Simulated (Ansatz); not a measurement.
# Relaxation path: Y (hcp type)

DFT, PBE, PAW with Ansatz's default frozen-core files, scalar-relativistic (Ansatz 0.2.0); a Γ-centred 13×13×7 k mesh, Fermi–Dirac smearing of 0.05 eV, no spin polarisation. The run relaxes cell and atoms at a target pressure of 0 GPa.

Command: `ansatz run input.yaml --threads 1 --pin off --max-ram 3072MiB --backend cpu --events-out ev --progress --plain --runs-dir out` It took 19 s on 1 thread of Arm Neoverse V1, on a shared host, peak memory 0.37 GiB.

```yaml
crystal:
  lattice:
    - [3.607746229, 0.0, 0.0]
    - [-1.8038731145, 3.1243998848, 0.0]
    - [0.0, 0.0, 5.8445488911]
  atoms:
    - { symbol: "Y", position: [0.3333333333, 0.6666666667, 0.25] }
    - { symbol: "Y", position: [0.6666666667, 0.3333333333, 0.75] }
kpoints:
  mp_grid: { grid: [13, 13, 7] }
scf:
  occupations: { method: fermi_dirac, width: 0.05 }
hamiltonian:
  xc: pbe
  pseudopotentials: { kind: paw }
output:
  forces: true
  stress: true
  write_density: true
  write_potential: true
  elf: true
  volumetric_format: npy
relax:
  f_tol: 0.005
  max_steps: 40
  cell: {}
```

Each step lists its free energy a cell above the last geometry, the pressure, the cell vectors (Å), and Cartesian positions (Å) with forces (eV/Å).

The first step:

```
step 1  dF = 13.00 meV  P = -0.06 GPa
  cell 3.6077 0.0000 0.0000  -1.8039 3.1244 0.0000  0.0000 0.0000 5.8445
  Y 0.0000 2.0829 1.4611   0.0000 0.0000 0.0000
  Y 1.8039 1.0415 4.3834   0.0000 0.0000 0.0000
```

**Question.** Where does the relaxation end, and by which steps?

**Answer.** After 4 geometries, with conventional a, b, c = 3.656, 3.656, 5.682 Å, at 32.892 Å³/atom (-0.15 % against the start) in space group P6_3/mmc, with a shortest distance of 3.540 Å. The further steps:
```
step 2  dF = 1.55 meV  P = 0.03 GPa
  cell 3.6385 0.0000 0.0000  -1.8193 3.1510 0.0000  0.0000 0.0000 5.7356
  Y 0.0000 2.1007 1.4339   0.0000 0.0000 0.0000
  Y 1.8193 1.0503 4.3017   0.0000 0.0000 0.0000
step 3  dF = 0.02 meV  P = -0.03 GPa
  cell 3.6594 0.0000 0.0000  -1.8297 3.1691 0.0000  0.0000 0.0000 5.6795
  Y 0.0000 2.1127 1.4199   0.0000 0.0000 0.0000
  Y 1.8297 1.0564 4.2596   0.0000 0.0000 0.0000
step 4  dF = 0.00 meV  P = 0.02 GPa
  cell 3.6562 0.0000 0.0000  -1.8281 3.1663 0.0000  0.0000 0.0000 5.6824
  Y 0.0000 2.1109 1.4206   0.0000 0.0000 0.0000
  Y 1.8281 1.0554 4.2618   0.0000 0.0000 0.0000
step 5  dF = 0.00 meV  P = 0.02 GPa  (same geometry on a basis chosen anew; earlier energies don't compare to the last digit)
  cell 3.6562 0.0000 0.0000  -1.8281 3.1663 0.0000  0.0000 0.0000 5.6824
  Y 0.0000 2.1109 1.4206   0.0000 0.0000 0.0000
  Y 1.8281 1.0554 4.2618   0.0000 0.0000 0.0000
```
